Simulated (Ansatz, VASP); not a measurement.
Two plane-wave programs on NiSb

```xyz
4
Lattice="3.9757 0.0000 0.0000 -1.9878 3.4430 0.0000 0.0000 0.0000 5.1568" Properties=species:S:1:pos:R:3 pbc="T T T"
Ni    0.0000    0.0000    0.0000
Ni    0.0000    0.0000    2.5784
Sb    0.0000    2.2953    1.2892
Sb    1.9878    1.1477    3.8676
```

Alike in both runs: task single point; functional PBE; k mesh 12 × 12 × 8; occupations gaussian, width 0.1 eV; no spin polarisation.

|  | VASP | Ansatz |
| --- | --- | --- |
| version | VASP 6.6.1 | Ansatz 0.2.0 |
| potentials or method | VASP PAW PBE potentials, release 64 (Ni, Sb) | scalar-relativistic, plane waves, PAW |
| plane-wave cutoff (eV) | 520 | 420 |
| valence electrons in the cell | 30 | 66 |

Ansatz gave:

```
gap on the k mesh at the Fermi level (eV)       : none
pressure (GPa)                                  : 0.0
largest component of the traceless stress (GPa) : 0.00
```

Task: Which values does VASP return?

Result: gap on the k mesh at the Fermi level (eV): none; pressure (GPa): -0.2; largest component of the traceless stress (GPa): 0.09.

A gap of «none» marks a metal or a gap that the smearing closes. The two sets of potentials don't hold the same shells in valence.

Spin-orbit coupling is left out, which matters for the levels of Sb. Spin polarisation is off, so any magnetic state and its effect on volume and gap are missing.
